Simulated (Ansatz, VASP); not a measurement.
**Cross-check of LiCl between VASP and Ansatz**

Aim: how closely do two programs agree when they are given the same cell, functional and k mesh? The cell is taken from a series of VASP runs on this material, whose earlier steps may have relaxed, scaled or displaced it; both programs get it as it stands.

Calculated with Ansatz 0.2.0; plane waves, with VASP 6.6.1 beside it; band structure at PBE0.

## 1. The starting structure

It takes space group Fm-3m (No. 225, cubic). Conventional cell: a = 5.143 Å, b = 5.143 Å, c = 5.143 Å, α = 90.00°, β = 90.00°, γ = 90.00°. Cl has 6 Li at 2.57 Å nearest. Nearest to Li lie 6 Cl at 2.57 Å. Farther neighbours and most contacts between anions are not listed.

## 2. Ansatz: band structure, PBE0

Ansatz runs on its default PAW (the set named soft_2) files.

The same path points are solved in both programs, so levels can be compared one by one.

The input, input.yaml:

```yaml
crystal:
  lattice:
    - [0.0, 2.5715, 2.5715]
    - [2.5715, 0.0, 2.5715]
    - [2.5715, 2.5715, 0.0]
  atoms:
    - { symbol: Cl, position: [0.5, 0.5, 0.5] }
    - { symbol: Li, position: [0.0, 0.0, 0.0] }
hamiltonian:
  xc: pbe0
  pseudopotentials: { kind: paw }
kpoints:
  mp_grid: { grid: [5, 5, 5] }
  band_path:
    path:
      - [0.0, 0.0, 0.0]
      - [0.5, 0.0, 0.5]
      - [0.5, 0.22222, 0.72222]
      - [0.40278, 0.34722, 0.75]
      - [0.125, 0.125, 0.25]
      - [0.08333, 0.08333, 0.16667]
      - [0.27778, 0.27778, 0.27778]
      - [0.55556, 0.38889, 0.55556]
      - [0.58333, 0.25, 0.66667]
      - [0.5, 0.30556, 0.69444]
      - [0.48611, 0.48611, 0.52778]
      - [0.625, 0.25, 0.625]
      - [0.5, 0.0, 0.5]
    npoints: 1
scf:
  occupations: { method: gaussian, width: 0.03 }
  n_extra_bands: 7
output:
  forces: true
  stress: true
  eigenvalues: true
```

Launch:

```
ansatz run input.yaml --threads 4 --pin off --max-ram 9216MiB --backend cpu --events-out ev --progress --plain --runs-dir out
```

Numbers of over 12 decimals in the logs are rounded to 6 here.

Log:

```text
Warning: output.stress: scf.convergence.dr2_threshold = 1e-7 eV (the SCF's general default) is looser than the 2e-10 eV advised for a printed stress (1e-10 eV for each atom of the cell: 2). What an SCF threshold leaves in a stress goes as its square root, and in the free energy as the threshold itself, and one threshold admits the most on a small cell: [figures from the program's tests cut] Set scf.convergence.dr2_threshold to 2e-10 eV or tighter. The threshold is an SCF's pass mark: one that does not reach it within its budget of iterations ends unconverged, or closes short of it on a stop that the run arms, and scf.convergence.dr2_threshold's page says what that costs each kind of run
Warning: output.stress: scf.exx.energy_threshold = 1e-6 eV is looser than the 2e-8 eV advised for a stress under a hybrid functional (1e-8 eV for each atom of the cell: 2). Every SCF of the exchange loop can meet its threshold on dr2 while the loop round them stops early: no threshold on dr2 bounds what that leaves in the stress. Set scf.exx.energy_threshold to 2e-8 eV or tighter. The threshold is the loop's pass mark: a loop that does not reach it within its budget of cycles ends unconverged, and scf.exx.energy_threshold's page has the law
scf.n_extra_bands = 7 over 5 filled bands (N_el = 10.0): the run solves 12 bands
Engine: ansatz 0.2.0, aarch64-unknown-linux-gnu
Pseudopotentials: kind: paw
Pseudopotential: Cl, paw, valence charge 7, recommended cutoff 420 eV (normal), Cl.paw.azcp
Pseudopotential: Li, paw, valence charge 3, recommended cutoff 420 eV (normal), Li.paw.azcp
Functional definition: PBE0
  parameter a = 0.25
  parameter kappa = 0.804
  parameter beta = 0.066725
  exchange = (1 - a)*pbe_x(kappa = kappa, mu = beta*pi^2/3) + a*exact_x
  correlation = pbe_c(beta = beta)
Crystal: 2 atoms, lattice volume = 34.009 Å³
Basis set: ecut = 420 eV, 645 PW (Γ), exchange–correlation on 50×50×50 points (8 copies of the dense FFT grid, shifted against one another)
Bands: 12, of which v1, the nominal top of the filled ones, is band 5 counted from 1 (4 counted from 0)
Symmetry: 48 space group operations
Space group: Fm-3m (ITA 225), of the structure as read, at distance tolerance 3.2e-5 Å
k-points: 10 of 125
Non-local potential: Cl, projectors of the file, l = 0: 2, l = 1: 2, l = 2: 2
Non-local potential: Li, projectors of the file, l = 0: 3, l = 1: 2, l = 2: 1
PAW form: soft (Blöchl's): semilocal exchange-correlation on the pseudo side does not see the compensation charge
PAW frozen core: Cl, regenerated for the run's functional, and the local potential with it (the file was generated under x = pbe(κ = 0.804, μ = 0.219515), c = pbe(β = 0.066725))
PAW one-centre angular grid: Cl, 110 points (default); XC on 64 Gauss nodes
PAW one-centre angular grid: Li, 110 points (default); XC on 64 Gauss nodes
Initial density: superposition of atomic densities (neutral atoms: chi_scale 0, normalization atom), corrected by the library's trained network
Initial wavefunctions: pseudopotential atomic-orbital guess
Functional: x = pbe(κ = 0.804, μ = 0.219515), c = pbe(β = 0.066725), warm-up for x = 0.75 pbe(κ = 0.804, μ = 0.219515) + 0.25 exact, c = pbe(β = 0.066725)
SCF iter   1: F=—  HF=-1287.831759 eV  |F-HF|=—  |Δ(HF+E_count)|=         —  Δρ=5.62e-4  dr2=1.40e-4  ethr=1.77e-3  ⟨swp⟩=2.0  Hψ=827  notcnv=0
preconditioner: auto → none  [insulator: Δε(μ)=6.280 eV  Ē_g=16.621 eV  σ=0.030 eV  W_gap=1.00  n_scr=8 (ndim 8)  ℏωp=18.0 eV  f_vac=0.000  D(μ)=0.00/eV (n_scr^D=0)]
iter 2 solved again at ethr=2.91e-8 eV; its pass at ethr=1.40e-6 eV (dr2=2.91e-6 eV) is discarded
SCF iter   2: F=-1287.831607 eV  HF=-1287.831626 eV  |F-HF|=1.82e-5  |Δ(HF+E_count)|=   1.34e-4  Δρ=9.47e-5  dr2=2.89e-6  ethr=2.91e-8  ⟨swp⟩=2.3  Hψ=422  notcnv=0  defer=2
SCF 1 stopped early in 2 iterations: F = -1287.831607 eV  dr2 = 2.89e-6
  greatest PAW one-centre occupation: 1.000 electrons in one spin orbital (limit 2), on the Li atom at site 1 (counted from 0), in its partial waves of l = 0
Initial density: handed on by an earlier stage of this run
Initial wavefunctions: those handed on with the density
Functional: x = 0.75 pbe(κ = 0.804, μ = 0.219515) + 0.25 exact, c = pbe(β = 0.066725)
Frozen-core exchange: fock
SCF iter   1: F=—  HF=-1288.937840 eV  |F-HF|=—  |Δ(HF+E_count)|=         —  Δρ=3.00e-3  dr2=1.62e-3  ethr=2.89e-7  ⟨swp⟩=7.0  Hψ=620  notcnv=0
preconditioner: auto → none  [insulator: Δε(μ)=8.366 eV  Ē_g=19.448 eV  σ=0.030 eV  W_gap=1.00  n_scr=8 (ndim 8)  ℏωp=18.0 eV  f_vac=0.000  D(μ)=0.00/eV (n_scr^D=0)]
SCF iter   2: F=—  HF=-1288.937288 eV  |F-HF|=—  |Δ(HF+E_count)|=   5.52e-4  Δρ=1.37e-3  dr2=4.67e-4  ethr=2.89e-7  ⟨swp⟩=4.0  Hψ=230  notcnv=0
SCF iter   3: F=—  HF=-1288.937152 eV  |F-HF|=—  |Δ(HF+E_count)|=   1.36e-4  Δρ=3.22e-5  dr2=1.69e-4  ethr=2.89e-7  ⟨swp⟩=3.0  Hψ=220  notcnv=0
SCF iter   4: F=—  HF=-1288.938593 eV  |F-HF|=—  |Δ(HF+E_count)|=   1.44e-3  Δρ=2.38e-4  dr2=2.16e-5  ethr=2.22e-9  ⟨swp⟩=4.2  Hψ=415  notcnv=0
SCF iter   5: F=—  HF=-1288.938590 eV  |F-HF|=—  |Δ(HF+E_count)|=   3.21e-6  Δρ=4.19e-5  dr2=2.86e-6  ethr=2.22e-9  ⟨swp⟩=4.0  Hψ=250  notcnv=0
SCF iter   6: F=-1288.938606 eV  HF=-1288.938608 eV  |F-HF|=1.81e-6  |Δ(HF+E_count)|=   1.79e-5  Δρ=3.28e-5  dr2=5.83e-7  ethr=2.22e-9  ⟨swp⟩=4.0  Hψ=246  notcnv=0
SCF 2 stopped early in 6 iterations: F = -1288.938606 eV  dr2 = 5.83e-7
  greatest PAW one-centre occupation: 0.999 electrons in one spin orbital (limit 2), on the Li atom at site 1 (counted from 0), in its partial waves of l = 0
hybrid outer 1: dexx = +1.690e-3 eV, tail = 4.67e-6 eV
Frozen-core exchange: fock
SCF iter   1: F=—  HF=-1288.938637 eV  |F-HF|=—  |Δ(HF+E_count)|=         —  Δρ=2.46e-5  dr2=1.42e-7  ethr=2.34e-7  ⟨swp⟩=3.5  Hψ=286  notcnv=0
preconditioner: auto → none  [insulator: Δε(μ)=8.398 eV  Ē_g=19.448 eV  σ=0.030 eV  W_gap=1.00  n_scr=8 (ndim 8)  ℏωp=18.0 eV  f_vac=0.000  D(μ)=0.00/eV (n_scr^D=0)]
SCF iter   2: F=—  HF=-1288.938637 eV  |F-HF|=—  |Δ(HF+E_count)|=   1.76e-8  Δρ=1.16e-5  dr2=1.41e-8  ethr=1.39e-9  ⟨swp⟩=3.8  Hψ=221  notcnv=0
SCF iter   3: F=-1288.938637 eV  HF=-1288.938637 eV  |F-HF|=4.32e-11  |Δ(HF+E_count)|=   7.26e-9  Δρ=9.13e-7  dr2=2.86e-9  ethr=1.11e-10  ⟨swp⟩=2.2  Hψ=177  notcnv=0
SCF 3 converged in 3 iterations: F = -1288.938637 eV  dr2 = 2.86e-9
  Residual-converged pass: ⟨swp⟩=2.7  Hψ=179  notcnv=0  max |occ|·‖R‖ = 2.4e-6 eV (tolerance 2.4e-6 eV)  dr2=2.86e-9  dr2_onsite=3.79e-11  max |Δocc| = 0.0e0
hybrid outer 2: dexx = +2.947e-8 eV, tail = 6.94e-9 eV, Δε = 1.71e-3 eV (about 8.56e-5 eV left of the loop's levels)
NSCF: frozen V_eff on 13 k-points
hybrid SCF converged: 2 outer / 9 inner (+2 warm-up), last move |dexx| = 2.95e-8 eV, tail = 6.94e-9 eV
Stability not checked: this state was not tested for a lower state beside it, because the functional holds exact exchange (a hybrid, or Hartree-Fock), whose exchange loop this test does not read (fock_operator; see scf.lower_state_search)
Free energy (F): -1288.938637 eV
Frozen-core exchange: fock
Harris-Foulkes:  -1288.938637 eV  (|F-HF|=4.32e-11)
Internal energy: -1288.938637 eV  (E = F + TS)
E sigma→0 (E₀):  -1288.938637 eV
Fermi energy:    4.477972 eV
--- Per-component energies (eV) ---
  E_band       = -126.117524
  E_kinetic    = 183.600828
  E_local      = -326.408547  (includes V_loc(G=0)·N_el)
  E_nonlocal   = -4.920322
  E_hartree    = 95.369343
  E_xc         = -91.459682
  E_vxc        = -105.657637  (∫ρ·V_xc dr)
  E_exx        = -30.977573  (= α·E_x^exact, valence–valence)
  E_paw        = -677.694141  (= ΣΔE_a)
  E_vpaw       = -1.515459  (= ΣTr[D̂ρ^β])
  E_aug_tail   = 0.000081  (compensation charges beyond the density's cutoff)
  E_ewald      = -436.344230
  E_core_change = -0.104394  (= ΣΔE_core)
  E_smearing   = -0.000000  (= −TS)
  E_closure    = 0.000000  (closes the sum)
  Σ components = -1288.938637   (vs F -1288.938637, Δ=0.00e0)
--- Forces (eV/Å), atoms counted from 1 ---
  atom   1  Cl     0.00000000     0.00000000     0.00000000
  atom   2  Li    -0.00000000     0.00000000     0.00000000
  max |Σ_I F_I| component: 5.54e-30 eV/Å
--- Stress (GPa, compression-positive) ---
       -0.607476       0.000000       0.000000
       -0.000000      -0.607476      -0.000000
        0.000000      -0.000000      -0.607476
  P = ⅓ Tr σ = -0.6075 GPa (-6.075 kbar)
--- Band table (eV; the first three rows and the last of 10) ---
  k-point 0: bands = [... 1 lower, -14.3877, 0.2791, 0.2791, 0.2791, 8.6768, 14.4049, 14.4049, 14.4049, ... 3 higher]
  k-point 1: bands = [... 1 lower, -14.1912, -0.9482, 0.1762, 0.1762, 9.5403, 13.3186, 13.7079, 13.7079, ... 3 higher]
  k-point 2: bands = [... 1 lower, -13.8388, -2.5252, 0.0241, 0.0241, 9.2492, 12.2012, 12.2012, 15.0576, ... 3 higher]
  k-point 9: bands = [... 1 lower, -13.5857, -2.2200, -1.5664, -0.6471, 11.6937, 12.1143, 12.3086, 14.3348, ... 3 higher]
```

Wall time 9.8 s (4 threads of Arm Neoverse V2, shared host); peak memory 0.57 GiB; 35 s of CPU time.

In the SCF lines HF is the Harris–Foulkes energy and dr2 the Hartree energy of the density residual, in eV; the loop may stop once dr2 is under the threshold and the program's other checks hold. Hψ counts applications of the Hamiltonian.

[end of part 1 of 2]

[Lines on the potential files, build, host, timing and source positions are cut from VASP's logs without a mark.]

[Logs are printed without paths, hosts, clocks, repeated set-up lines and the standing remarks that a program may print on its own settings, such as how far it seeks lower states.]

[Hosts, paths, dates, database ids (printed as entryN), source tags and the programs' standing remarks are cut or masked in the printed files.]
